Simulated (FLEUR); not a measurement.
# FeS2 (Marcasite) (Pnnm) in FLEUR: band structure with LDA

Aim: the band structure of FeS2 (Marcasite) with LDA.

Everything below comes from runs of FLEUR MaX-R8.1 (later development tree). Logs are shortened: lines on timing, memory, paths and dates and some standing lists are left out, and cuts for length are marked.

### 1 Starting point

It takes space group Pnnm (No. 58, orthorhombic). The conventional cell has a = 4.440 Å, b = 5.390 Å, c = 3.370 Å, α = 90.00°, β = 90.00°, γ = 90.00°. Fe (site symmetry 2/m) has 6 S at 2.21 to 2.24 Å as nearest neighbours. S (site symmetry m) is surrounded by 3 Fe at 2.21 to 2.24 Å and 1 S at 2.25 Å.

### 2 Band structure, LDA, collinear spin, ferromagnetic start

inp.xml

```xml
<?xml version="1.0" encoding="UTF-8" standalone="no"?>
<fleurInput fleurInputVersion="0.39">
   <comment>
      FeS2                                                                                                
   </comment>
   <calculationSetup>
      <cutoffs Kmax="5.38" Gmax="16.7" GmaxXC="16.7" numbands="0"/>
      <scfLoop itmax="60" minDistance="0.00001" maxIterBroyd="15" imix="Anderson" alpha="0.05" precondParam="0.0" spinf="2.0" sdNocoIR="T"/>
      <coreElectrons ctail="T" frcor="F" kcrel="0" coretail_lmax="0"/>
      <xcFunctional name="vwn" relativisticCorrections="F"/>
      <magnetism jspins="2"/>
      <soc l_soc="F" theta="0.0" phi="0.0" spav="F"/>
      <expertModes spex="0" secvar="F"/>
      <geometryOptimization l_f="F" forcealpha="1.0" forcemix="BFGS" epsdisp="0.00001" epsforce="0.00001"/>
      <ldaU l_linMix="F" mixParam="0.05" spinf="1.0"/>
   </calculationSetup>
   <cell>
      <bzIntegration valenceElectrons="56.0" mode="hist" fermiSmearingEnergy="0.00183747">
         <kPointListSelection listName="default-1"/>
         <!-- k-points included here -->
         <xi:include xmlns:xi="http://www.w3.org/2001/XInclude" href="kpts.xml"> </xi:include>
      </bzIntegration>
      <!-- symmetry operations included here -->
      <xi:include xmlns:xi="http://www.w3.org/2001/XInclude" href="sym.xml"> </xi:include>
[... 38 lines left out ...]
         <lo type="SCLO" l="3" n="4" eDeriv="2"/>
      </species>
   </atomSpecies>
   <atomGroups>
      <atomGroup species="Iron (Fe) 3.000">
         <relPos label="                   1">1.000/2.000 1.000/2.000 1.000/2.000</relPos>
         <relPos label="                   2">.0000000000 .0000000000 .0000000000</relPos>
         <force calculate="T" relaxXYZ="TTT"/>
      </atomGroup>
      <atomGroup species="Sulfur (S)">
         <relPos label="                   3">-.2970000000 1.000/8.000 1.000/2.000</relPos>
         <relPos label="                   4">-.2030000000 -3.000/8.000 .0000000000</relPos>
         <relPos label="                   5">.2970000000 -1.000/8.000 1.000/2.000</relPos>
         <relPos label="                   6">.2030000000 3.000/8.000 .0000000000</relPos>
         <force calculate="T" relaxXYZ="TTT"/>
      </atomGroup>
   </atomGroups>
   <output dos="F" band="F" slice="F">
      <checks vchk="F" cdinf="F"/>
      <bandDOS minEnergy="-.5*Htr" maxEnergy="0.5*Htr" sigma="0.015" storeEVData="T"/>
      <vacuumDOS vacdos="F" integ="F" star="F" nstars="0" locx1="0.0" locy1="0.0" locx2="0.0" locy2="0.0" nstm="0" tworkf="0.0"/>
      <unfoldingBand unfoldBand="F" supercellX="1" supercellY="1" supercellZ="1"/>
      <plotting iplot="0" polar="F">
         <plot TwoD="T" vec1="  1.0  0.0  0.0" vec2="  0.0  1.0  0.0" vec3="  0.0  0.0  1.0" zero="  0.0  0.0  0.0" file="plot"/>
      </plotting>
      <chargeDensitySlicing numkpt="0" minEigenval="0.0" maxEigenval="0.0" nnne="0" pallst="F"/>
      <specialOutput eonly="F"/>
      <moessbauerParams electricFieldGradient="T" isomerShift="T" coreHyperfine="T" valenceHyperfine="T"/>
      <magneticCircularDichroism mcd="F" energyLo="-10.0" energyUp="0.0"/>
   </output>
  <!-- We include the file relax.xml here to enable relaxations (see documentation) -->
  <xi:include xmlns:xi="http://www.w3.org/2001/XInclude" href="relax.xml"> <xi:fallback/> </xi:include>
</fleurInput>
```

crystal.txt

```
FeS2
&input cartesian=F /
4.4400000000  0.0000000000  0.0000000000
0.0000000000  5.3900000000  0.0000000000
0.0000000000  0.0000000000  3.3700000000
1.8897261246
1.0 1.0 1.0

6
26 0.5000000000  0.5000000000  0.5000000000 : 3.000
26 0.0000000000  0.0000000000  0.0000000000 : 3.000
16 0.7030000000  0.1250000000  0.5000000000
16 0.7970000000  0.6250000000  0.0000000000
16 0.2970000000  0.8750000000  0.5000000000
16 0.2030000000  0.3750000000  0.0000000000

&kpt div1=6 div2=5 div3=8 gamma=T /
```

inp.xml (bands)

```
<?xml version="1.0" encoding="UTF-8" standalone="no"?>
<fleurInput fleurInputVersion="0.39">
   <comment>
      FeS2                                                                                                
   </comment>
   <calculationSetup>
      <cutoffs Kmax="5.38" Gmax="16.7" GmaxXC="16.7" numbands="0"/>
      <scfLoop itmax="60" minDistance="0.00001" maxIterBroyd="15" imix="Anderson" alpha="0.05" precondParam="0.0" spinf="2.0" sdNocoIR="T"/>
      <coreElectrons ctail="T" frcor="F" kcrel="0" coretail_lmax="0"/>
      <xcFunctional name="vwn" relativisticCorrections="F"/>
      <magnetism jspins="2"/>
      <soc l_soc="F" theta="0.0" phi="0.0" spav="F"/>
      <expertModes spex="0" secvar="F"/>
      <geometryOptimization l_f="F" forcealpha="1.0" forcemix="BFGS" epsdisp="0.00001" epsforce="0.00001"/>
      <ldaU l_linMix="F" mixParam="0.05" spinf="1.0"/>
   </calculationSetup>
   <cell>
      <bzIntegration valenceElectrons="56.0" mode="hist" fermiSmearingEnergy="0.00183747">
         <kPointListSelection listName="path-1"/>
         <!-- k-points included here -->
         <xi:include xmlns:xi="http://www.w3.org/2001/XInclude" href="kpts.xml"> </xi:include>
      </bzIntegration>
      <!-- symmetry operations included here -->
      <xi:include xmlns:xi="http://www.w3.org/2001/XInclude" href="sym.xml"> </xi:include>
      <bulkLattice scale="1.0">
[... 37 lines left out ...]
         <lo type="SCLO" l="3" n="4" eDeriv="2"/>
      </species>
   </atomSpecies>
   <atomGroups>
      <atomGroup species="Iron (Fe) 3.000">
         <relPos label="                   1">1.000/2.000 1.000/2.000 1.000/2.000</relPos>
         <relPos label="                   2">.0000000000 .0000000000 .0000000000</relPos>
         <force calculate="T" relaxXYZ="TTT"/>
      </atomGroup>
      <atomGroup species="Sulfur (S)">
         <relPos label="                   3">-.2970000000 1.000/8.000 1.000/2.000</relPos>
         <relPos label="                   4">-.2030000000 -3.000/8.000 .0000000000</relPos>
         <relPos label="                   5">.2970000000 -1.000/8.000 1.000/2.000</relPos>
         <relPos label="                   6">.2030000000 3.000/8.000 .0000000000</relPos>
         <force calculate="T" relaxXYZ="TTT"/>
      </atomGroup>
   </atomGroups>
   <output dos="F" band="T" slice="F">
      <checks vchk="F" cdinf="F"/>
      <bandDOS minEnergy="-.5*Htr" maxEnergy="0.5*Htr" sigma="0.015" storeEVData="T"/>
      <vacuumDOS vacdos="F" integ="F" star="F" nstars="0" locx1="0.0" locy1="0.0" locx2="0.0" locy2="0.0" nstm="0" tworkf="0.0"/>
      <unfoldingBand unfoldBand="F" supercellX="1" supercellY="1" supercellZ="1"/>
      <plotting iplot="0" polar="F">
         <plot TwoD="T" vec1="  1.0  0.0  0.0" vec2="  0.0  1.0  0.0" vec3="  0.0  0.0  1.0" zero="  0.0  0.0  0.0" file="plot"/>
      </plotting>
      <chargeDensitySlicing numkpt="0" minEigenval="0.0" maxEigenval="0.0" nnne="0" pallst="F"/>
      <specialOutput eonly="F"/>
      <moessbauerParams electricFieldGradient="T" isomerShift="T" coreHyperfine="T" valenceHyperfine="T"/>
      <magneticCircularDichroism mcd="F" energyLo="-10.0" energyUp="0.0"/>
   </output>
  <!-- We include the file relax.xml here to enable relaxations (see documentation) -->
  <xi:include xmlns:xi="http://www.w3.org/2001/XInclude" href="relax.xml"> <xi:fallback/> </xi:include>
</fleurInput>
```

Potentials or basis: all-electron, FLAPW.

Started as:

```bash
> inpgen -f crystal.txt -profile fastHighL
> # inp.xml edited to the form shown
> mpirun -n 4 fleur_MPI -pe_per_kpt 1
> mpirun -n 4 fleur_MPI -pe_per_kpt 1   # second run, on inp.xml (bands)
```

The program printed:

```text
Welcome to FLEUR        (www.flapw.de)
      MaX-Release 8.1          (www.max-centre.eu)

 ========== k-point set info ==========
 Selected k-point list: default-1
 k-point list type: mesh
 6 x 5 x 8
 Number of k points: 60

 ------------Calculation Setup---------------------------
 Number of MPI-tasks      :            4
 Number of PE/node        :            4
 Using exactly            1  PE per kpt
 Number of OMP-threads    :            1
 Using exactly            1  PE per kpt
 Using exactly            1  PE per kpt
 Using exactly            1  PE per kpt
 k-points in parallel     :            4
 pe's per k-point         :            1
 No of k-point loops      :           15
 Eigenvalue solver        :       lapack
 Number of basis functions:         1668
 Approximate size of matrices (H+S) per k-point:         0.041 GB
 --------------------------------------------------------
 Iteration:     1   Distance:      33.27095221 me/bohr^3
 Iteration:     2   Distance:      30.46717385 me/bohr^3
 Iteration:     3   Distance:      25.35186104 me/bohr^3
 Iteration:     4   Distance:      16.38661968 me/bohr^3
 Iteration:     5   Distance:       8.93079687 me/bohr^3
 Iteration:     6   Distance:      12.15207662 me/bohr^3
 Iteration:     7   Distance:       4.55217926 me/bohr^3
 Iteration:     8   Distance:       3.94449726 me/bohr^3
 Iteration:     9   Distance:       1.12375716 me/bohr^3
 Iteration:    10   Distance:       1.35451149 me/bohr^3
[... 4 lines left out ...]
 Iteration:    15   Distance:       0.01662859 me/bohr^3
 Iteration:    16   Distance:       0.01597225 me/bohr^3
 Iteration:    17   Distance:       0.01017531 me/bohr^3
 Iteration:    18   Distance:       0.00367215 me/bohr^3
 Iteration:    19   Distance:       0.00103081 me/bohr^3
 Iteration:    20   Distance:       0.00043744 me/bohr^3
 Iteration:    21   Distance:       0.00033669 me/bohr^3
 Iteration:    22   Distance:       0.00014281 me/bohr^3
 Iteration:    23   Distance:       0.00002768 me/bohr^3
 Iteration:    24   Distance:       0.00000584 me/bohr^3

 ********************************************************************
 Run finished successfully
 Stop message:
   all done
 ********************************************************************
```

It took 22 min on 4 MPI ranks of Arm Neoverse V1, shared host.

What came out:

- Free energy: -112475.6652 eV
- Band gap on the k mesh: 0.79 eV, indirect (least direct gap 1.03 eV)
- Band gap along the path: 0.71 eV, indirect (least direct gap 1.07 eV)
- Net moment: 0.00 μB per cell
- Valence electrons inside the program's atomic spheres: Fe 14.48; S 3.27 (radii Fe 2.06, S 1.82 bohr)

Levels at the corners of the path, in eV from the valence-band top:
Spin up:
| point | band 26 | band 27 | band 28 | band 29 | band 30 | band 31 |
| --- | --- | --- | --- | --- | --- | --- |
| Γ | -0.87 | -0.84 | -0.60 | 1.10 | 1.33 | 2.62 |
| X | -0.99 | -0.44 | -0.44 | 1.35 | 1.35 | 1.59 |
| S | -0.86 | -0.36 | -0.36 | 1.40 | 1.40 | 1.81 |
| Y | -0.76 | -0.15 | -0.15 | 1.69 | 1.69 | 1.77 |
| Γ | -0.87 | -0.84 | -0.60 | 1.10 | 1.33 | 2.62 |
| Z | -0.92 | -0.38 | -0.38 | 1.04 | 1.04 | 2.36 |
| U | -1.55 | -0.41 | -0.41 | 0.71 | 0.71 | 2.12 |
| R | -0.69 | -0.38 | -0.38 | 1.50 | 1.50 | 2.00 |
| T | -1.24 | -1.01 | -1.01 | 1.28 | 1.28 | 1.88 |
| Z | -0.92 | -0.38 | -0.38 | 1.04 | 1.04 | 2.36 |
| Y | -0.76 | -0.15 | -0.15 | 1.69 | 1.69 | 1.77 |
| T | -1.24 | -1.01 | -1.01 | 1.28 | 1.28 | 1.88 |
| U | -1.55 | -0.41 | -0.41 | 0.71 | 0.71 | 2.12 |
| X | -0.99 | -0.44 | -0.44 | 1.35 | 1.35 | 1.59 |
| S | -0.86 | -0.36 | -0.36 | 1.40 | 1.40 | 1.81 |
| R | -0.69 | -0.38 | -0.38 | 1.50 | 1.50 | 2.00 |
Spin down:
```tsv
point	band 24	band 25	band 26	band 27	band 28	band 29	band 30	band 31	band 32	band 33
Γ	-1.24	-1.05	-0.87	-0.84	-0.60	1.10	1.33	2.62	3.00	3.28
X	-1.49	-0.99	-0.99	-0.44	-0.44	1.35	1.35	1.59	1.59	2.08
S	-1.18	-0.86	-0.86	-0.36	-0.36	1.40	1.40	1.81	1.81	3.49
Y	-1.24	-0.76	-0.76	-0.15	-0.15	1.69	1.69	1.77	1.77	2.66
Γ	-1.24	-1.05	-0.87	-0.84	-0.60	1.10	1.33	2.62	3.00	3.28
Z	-1.17	-0.92	-0.92	-0.38	-0.38	1.04	1.04	2.36	2.36	2.79
U	-1.96	-1.55	-1.55	-0.41	-0.41	0.71	0.71	2.12	2.12	2.98
R	-1.53	-0.69	-0.69	-0.38	-0.38	1.50	1.50	2.00	2.00	2.38
T	-1.45	-1.24	-1.24	-1.01	-1.01	1.28	1.28	1.88	1.88	3.11
Z	-1.17	-0.92	-0.92	-0.38	-0.38	1.04	1.04	2.36	2.36	2.79
Y	-1.24	-0.76	-0.76	-0.15	-0.15	1.69	1.69	1.77	1.77	2.66
T	-1.45	-1.24	-1.24	-1.01	-1.01	1.28	1.28	1.88	1.88	3.11
U	-1.96	-1.55	-1.55	-0.41	-0.41	0.71	0.71	2.12	2.12	2.98
X	-1.49	-0.99	-0.99	-0.44	-0.44	1.35	1.35	1.59	1.59	2.08
S	-1.18	-0.86	-0.86	-0.36	-0.36	1.40	1.40	1.81	1.81	3.49
R	-1.53	-0.69	-0.69	-0.38	-0.38	1.50	1.50	2.00	2.00	2.38
```

Core levels (eV from the Fermi level):
| atom | levels |
| --- | --- |
| 1 Fe | 1s1/2 -6974.7, 2s1/2 -810.6, 2p1/2 -699.0, 2p3/2 -686.6 |
| 2 Fe | 1s1/2 -6974.7, 2s1/2 -810.6, 2p1/2 -699.0, 2p3/2 -686.6 |
| 3 S | 1s1/2 -2392.2, 2s1/2 -206.0, 2p1/2 -152.6, 2p3/2 -151.3 |
| 4 S | 1s1/2 -2392.2, 2s1/2 -206.0, 2p1/2 -152.6, 2p3/2 -151.3 |
| 5 S | 1s1/2 -2392.2, 2s1/2 -206.0, 2p1/2 -152.6, 2p3/2 -151.3 |
| 6 S | 1s1/2 -2392.2, 2s1/2 -206.0, 2p1/2 -152.6, 2p3/2 -151.3 |

Caveat: the starting moments collapsed, and a magnetic state may lie lower; the mesh misses the band edges, which the band path finds closer together. As with any semilocal functional, this LDA gap is likely too small.
